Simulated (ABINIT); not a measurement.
# A GW chain in ABINIT: AgBr (Fm-3m)

How does a plane-wave GW calculation on AgBr (Fm-3m) run from the first input to the gap?

Main program and level: ABINIT 10.8.3; LDA and many-body steps on it, plane waves.

This is a report of a sequence of runs, with most program output left out.

The database entry behind the starting cell differs from later determinations by our own check (about 0.6 % short of the room-temperature cell), so it need not match the best structure at ambient conditions.

## (1) The starting structure

The structure is cubic, space group Fm-3m (No. 225). Conventional cell: a = 5.740 Å, b = 5.740 Å, c = 5.740 Å, α = 90.00°, β = 90.00°, γ = 90.00°. Nearest to Ag lie 6 Br at 2.87 Å. Nearest to Br lie 6 Ag at 2.87 Å. Farther neighbours and most contacts between anions are not listed.

The cell and positions come from the Crystallography Open Database and are kept as given unless a step says otherwise.

## (2) Ground state

This step: ABINIT 10.8.3; DFT, LDA, plane waves, norm-conserving pseudopotentials.

The ground-state density comes first.

The input, run.abi:

```
acell 3*1.0 Angstrom
rprim 
  -0.000000000000 2.870150000000 2.870150000000
  2.870150000000 0.000000000000 2.870150000000
  2.870150000000 2.870150000000 0.000000000000
ntypat 2
znucl 47 35
natom 2
typat 1 2
xred 
  0.000000000000 0.000000000000 0.000000000000
  0.500000000000 0.500000000000 0.500000000000
pp_dirpath "pseudos"
pseudos "Ag.upf, Br.upf"
ecut 39
ngkpt 6 6 6
nshiftk 1
shiftk 0 0 0
kptopt 1
chksymbreak 0
nband 18
occopt 1
tolvrs 1e-10
nstep 60
prtwf 0
optforces 0
optstress 0
indata_prefix "in"
outdata_prefix "out"
tmpdata_prefix "tmp"
```

Run with:

```bash
OMP_NUM_THREADS=1 mpirun -n 8 abinit run.abi > log
```

Run time: 8 s. Hardware: 8 MPI ranks of Arm Neoverse V1, shared host; peak memory 0.59 GiB; 63 s of CPU time.

This step gave:

```yaml
total_energy: -4647.2891 eV
gap: 0.3742 eV
k_of_the_valence_top: 0.5, 0, 0
k_of_the_conduction_bottom: 0, 0, 0
least_direct_gap: 2.306 eV
```

The gap is indirect, with the least direct gap 1.93 eV higher.

## (3) Bands along the symmetry lines

Levels along a band path, at the cheap level, show where the edges lie and whether the meshes to come will hold them.

The input, run.abi:

```
acell 3*1.0 Angstrom
rprim 
  -0.000000000000 2.870150000000 2.870150000000
  2.870150000000 0.000000000000 2.870150000000
  2.870150000000 2.870150000000 0.000000000000
ntypat 2
znucl 47 35
natom 2
typat 1 2
xred 
  0.000000000000 0.000000000000 0.000000000000
  0.500000000000 0.500000000000 0.500000000000
pp_dirpath "pseudos"
pseudos "Ag.upf, Br.upf"
ecut 39
iscf -2
irdden 1
kptopt 0
nkpt 50
kpt 
  0.00000000 0.00000000 0.00000000
  0.06250000 0.00000000 0.06250000
  0.12500000 0.00000000 0.12500000
  0.18750000 0.00000000 0.18750000
  0.25000000 0.00000000 0.25000000
  0.31250000 0.00000000 0.31250000
  0.37500000 0.00000000 0.37500000
  0.43750000 0.00000000 0.43750000
  0.50000000 0.00000000 0.50000000
  0.51562500 0.03125000 0.51562500
  0.53125000 0.06250000 0.53125000
  0.54687500 0.09375000 0.54687500
  0.56250000 0.12500000 0.56250000
  0.57812500 0.15625000 0.57812500
  0.59375000 0.18750000 0.59375000
  0.60937500 0.21875000 0.60937500
  0.62500000 0.25000000 0.62500000
  0.37500000 0.37500000 0.75000000
  0.32812500 0.32812500 0.65625000
  0.28125000 0.28125000 0.56250000
  0.23437500 0.23437500 0.46875000
  0.18750000 0.18750000 0.37500000
  0.14062500 0.14062500 0.28125000
  0.09375000 0.09375000 0.18750000
  0.04687500 0.04687500 0.09375000
  0.00000000 0.00000000 0.00000000
  0.06250000 0.06250000 0.06250000
  0.12500000 0.12500000 0.12500000
  0.18750000 0.18750000 0.18750000
  0.25000000 0.25000000 0.25000000
  0.31250000 0.31250000 0.31250000
  0.37500000 0.37500000 0.37500000
  0.43750000 0.43750000 0.43750000
  0.50000000 0.50000000 0.50000000
  0.50000000 0.46875000 0.53125000
  0.50000000 0.43750000 0.56250000
  0.50000000 0.40625000 0.59375000
  0.50000000 0.37500000 0.62500000
  0.50000000 0.34375000 0.65625000
  0.50000000 0.31250000 0.68750000
  0.50000000 0.28125000 0.71875000
  0.50000000 0.25000000 0.75000000
  0.50000000 0.21875000 0.71875000
  0.50000000 0.18750000 0.68750000
  0.50000000 0.15625000 0.65625000
  0.50000000 0.12500000 0.62500000
  0.50000000 0.09375000 0.59375000
  0.50000000 0.06250000 0.56250000
  0.50000000 0.03125000 0.53125000
  0.50000000 0.00000000 0.50000000
istwfk *1
nband 20
nbdbuf 2
tolwfr 1e-08
nstep 40
prtwf 0
prtvol 0
indata_prefix "in"
outdata_prefix "out"
tmpdata_prefix "tmp"
```

It took 11 s on 8 MPI ranks; peak memory 0.54 GiB; 91 s of CPU time.

This step gave:

* gap: 0.3742 eV
* k of the valence top: 0.5, 0.5, 0.5
* k of the conduction bottom: 0, 0, 0
* least direct gap: 2.306 eV

The gap is 0.374 eV, as in the run before at this level.

The electronic bands at the labelled points (eV, zero at the top of the highest filled band):

| point | band 10 | band 11 | band 12 | band 13 | band 14 | band 15 | band 16 | band 17 |
| --- | --- | --- | --- | --- | --- | --- | --- | --- |
| Γ | -2.86 | -1.93 | -1.93 | -1.93 | 0.37 | 9.86 | 9.86 | 9.86 |
| halfway | -2.77 | -1.88 | -1.88 | -1.73 | 3.08 | 6.47 | 7.70 | 9.33 |
| X | -2.69 | -2.43 | -2.43 | -2.34 | 1.34 | 6.94 | 8.84 | 10.80 |
| halfway | -2.45 | -2.39 | -2.19 | -2.03 | 1.77 | 6.93 | 8.59 | 10.18 |
| U | -2.48 | -2.26 | -2.08 | -1.23 | 2.74 | 6.67 | 8.05 | 8.99 |
| jump to K | -2.48 | -2.26 | -2.08 | -1.23 | 2.74 | 6.67 | 8.05 | 8.99 |
| halfway | -2.61 | -2.12 | -1.81 | -0.21 | 3.57 | 6.28 | 7.32 | 7.63 |
| Γ | -2.86 | -1.93 | -1.93 | -1.93 | 0.37 | 9.86 | 9.86 | 9.86 |
| halfway | -2.70 | -2.37 | -0.78 | -0.78 | 2.64 | 6.97 | 8.07 | 8.07 |
| L | -2.54 | -2.20 | 0.00 | 0.00 | 3.50 | 6.37 | 6.59 | 6.59 |
| halfway | -2.53 | -2.25 | -1.24 | -0.64 | 4.30 | 5.04 | 7.65 | 7.75 |
| W | -2.43 | -2.33 | -2.33 | -1.60 | 3.60 | 6.92 | 7.51 | 7.51 |
| halfway | -2.44 | -2.43 | -2.38 | -1.83 | 2.23 | 7.02 | 8.37 | 8.89 |
| X | -2.69 | -2.43 | -2.43 | -2.34 | 1.34 | 6.94 | 8.84 | 10.80 |

## (4) Empty states on the mesh, 4×4×4 mesh, 52 bands

The sums over transitions need many empty states on a uniform mesh; this step solves for them.

The input, run.abi:

```
acell 3*1.0 Angstrom
rprim 
  -0.000000000000 2.870150000000 2.870150000000
  2.870150000000 0.000000000000 2.870150000000
  2.870150000000 2.870150000000 0.000000000000
ntypat 2
znucl 47 35
natom 2
typat 1 2
xred 
  0.000000000000 0.000000000000 0.000000000000
  0.500000000000 0.500000000000 0.500000000000
pp_dirpath "pseudos"
pseudos "Ag.upf, Br.upf"
ecut 39
ngkpt 4 4 4
nshiftk 1
shiftk 0 0 0
kptopt 1
chksymbreak 0
iscf -2
irdden 1
istwfk *1
nband 52
nbdbuf 4
tolwfr 1e-09
nstep 60
prtvol 0
indata_prefix "in"
outdata_prefix "out"
tmpdata_prefix "tmp"
```

The job ended after 8.9 s (8 MPI ranks; peak memory 0.52 GiB; 71 s of CPU time).

Numbers from this step:

```yaml
gap: 0.3742 eV
k_of_the_valence_top: 0.5, 0, 0
k_of_the_conduction_bottom: 0, 0, 0
least_direct_gap: 2.306 eV
k_points_computed: 8
lowest_point_of_the_top_converged_band_above_the_valence_top: 40.86 eV
```

On this mesh the gap is 0.374 eV.

## (5) Screening, 4×4×4 mesh, 48 bands, screening to 108.8 eV

The RPA dielectric matrix is built and inverted for each q.

This step: RPA screening on LDA, plane waves, norm-conserving pseudopotentials.

run.abi, as its differences from that of step 4:

```diff
@@ -20,10 +20,11 @@
 chksymbreak 0
-iscf -2
-irdden 1
 istwfk *1
-nband 52
-nbdbuf 4
-tolwfr 1e-09
-nstep 60
-prtvol 0
+occopt 1
+irdwfk 1
+optdriver 3
+nband 48
+ecuteps 4
+inclvkb 2
+awtr 1
+symchi 1
 indata_prefix "in"
```

It took 6.8 s on 8 MPI ranks; peak memory 1.1 GiB; 54 s of CPU time.

This step gave:

```
ε∞ with local fields, on this mesh, along the program's q direction : 7.747
the same without local fields                                       : 8.267
plasma frequency                                                    : 27.53 eV
plane waves in the screening matrix                                 : 113
```

Local fields lower ε∞ by 6 %. On a Γ-centred mesh this coarse the value itself is usually too large, while a short band sum pulls it down.

## (6) Self-energy, 4×4×4 mesh, 48 bands, screening to 108.8 eV

The self-energy is evaluated for the states that the input lists, and the levels follow from it, in one-shot runs by the linearised quasiparticle equation.

This step: G0W0 on LDA, plane waves, norm-conserving pseudopotentials.

run.abi, as its differences from that of step 5:

```diff
@@ -23,8 +23,17 @@
 irdwfk 1
-optdriver 3
+optdriver 4
 nband 48
+gwcalctyp 0
+ecutsigx 39
+symsigma 1
+nkptgw 2
+kptgw 
+  0.5000000000 0.0000000000 0.0000000000
+  0.0000000000 0.0000000000 0.0000000000
+bdgw 
+  12 15
+  11 17
 ecuteps 4
-inclvkb 2
-awtr 1
-symchi 1
+irdscr 1
+ppmodel 1
 indata_prefix "in"
```

Wall time 3.4 s (8 MPI ranks); peak memory 1.2 GiB; 27 s of CPU time.

This step gave:

```yaml
g0w0_gap_on_the_points_computed: 1.665 eV
starting_gap_on_the_mesh: 0.3742 eV
k_of_the_valence_top: 0.5, 0, 0
k_of_the_conduction_bottom: 0, 0, 0
z_at_the_valence_top: 0.796
z_at_the_conduction_bottom: 0.824
least_direct_g0w0_gap_on_the_computed_points: 3.662 eV
```

The gap on the mesh goes from 0.37 eV to 1.67 eV, a correction of +1.29 eV.

Limits: finite bands, cutoff and mesh; d shell near the gap, gap tends to lie low; no spin-orbit coupling; coarse k mesh. v1 is the top filled band, c1 the lowest empty one. The levels before and after the correction (eV, zero at the valence-band top of each column):

```
           conduction bottom  valence top
Kohn-Sham               0.37         0.00
     G0W0               1.67         0.00
```

|  | level | energy (eV) |
| --- | --- | --- |
| Kohn-Sham | (0.5 0 0) v2-v1 | 0.000 |
| Kohn-Sham | (0.5 0 0) c1 | 3.497 |
| Kohn-Sham | (0.5 0 0) c2 | 6.370 |
| Kohn-Sham | Γ v3-v1 | -1.931 |
| Kohn-Sham | Γ c1 | 0.374 |
| Kohn-Sham | Γ c2-c4 | 9.855 |
| G0W0 | (0.5 0 0) v2-v1 | 0.000 |
| G0W0 | (0.5 0 0) c1 | 4.586 |
| G0W0 | (0.5 0 0) c2 | 8.140 |
| G0W0 | Γ v3-v1 | -1.997 |
| G0W0 | Γ c1 | 1.665 |
| G0W0 | Γ c2-c4 | 11.117 |

## (7) Where the time went

Times are wall times on 8 MPI ranks of Arm Neoverse V1, shared host, good to a factor of about two.

| step | time | share | memory (GiB) |
| --- | --- | --- | --- |
| ground state | 8 s | 21 % | 0.59 |
| bands along the symmetry lines | 11 s | 30 % | 0.54 |
| empty states on the mesh | 8.9 s | 23 % | 0.52 |
| screening | 6.8 s | 18 % | 1.1 |
| self-energy | 3.4 s | 9 % | 1.2 |

## (8) Outcome

| Quantity | Value |
| --- | --- |
| LDA gap | 0.37 eV, indirect |
| G0W0 gap on the mesh | 1.67 eV |
| GW settings | 4×4×4 mesh, 48 bands, screening to 108.8 eV, Godby-Needs plasmon pole |
| known limits | not at the basis limit; d shell near the gap, gap tends to lie low; no spin-orbit coupling; coarse k mesh |

In words: G0W0 moves the gap on the mesh from 0.37 eV to 1.67 eV (+1.29 eV), with Z of 0.80 and 0.82 at the edges. Local fields lower the RPA ε∞ on this mesh from 8.27 to 7.75; a Γ-centred mesh this coarse tends to raise both, most where the direct gap is narrow, while a short band sum lowers them. Only 2 of the mesh's irreducible points were corrected, so a valley elsewhere could overtake. Bands and cutoff are finite, so the gap is not at the basis limit. The miss can reach some tenths of an eV and take either sign; the mesh is an error of its own. In the G0W0 run levels were corrected at 2 k points alone, so a gap called «on the mesh» is the least over those, and an edge elsewhere would be missed. The 4×4×4 mesh is coarse for this cell, which bears on the long-range parts of exchange and screening. A d shell, filled or nearly so, lies near the gap. One-shot GW converges very slowly in bands there, not always from below, and on a semilocal start the gap tends to come out low; starts rich in exact exchange can overshoot instead. The many-body steps are scalar-relativistic: spin-orbit coupling is not in them.

[Paths, hosts, dates, memory and timing lines, banners, echoed tables and standing remarks are left out of the program output.]

[Logs are printed without paths, hosts, clocks, repeated set-up lines and the standing remarks that a program may print on its own settings, such as how far it seeks lower states.]

[Runs of the session that timed out or met a known fault of the program may be left out.]

[Hosts, paths, dates, database ids (printed as entryN), source tags and the programs' standing remarks are cut or masked in the printed files.]

[G0W0 gaps are taken among the corrected bands and points alone; a level outside them can change the order at an edge.]

[Where Ansatz stands beside ABINIT at settings called matched, ABINIT's density can come from a denser mesh and the files from another edition; pairs whose starting gaps differed by over 0.03 eV were left out, so agreement reads better than it is.]
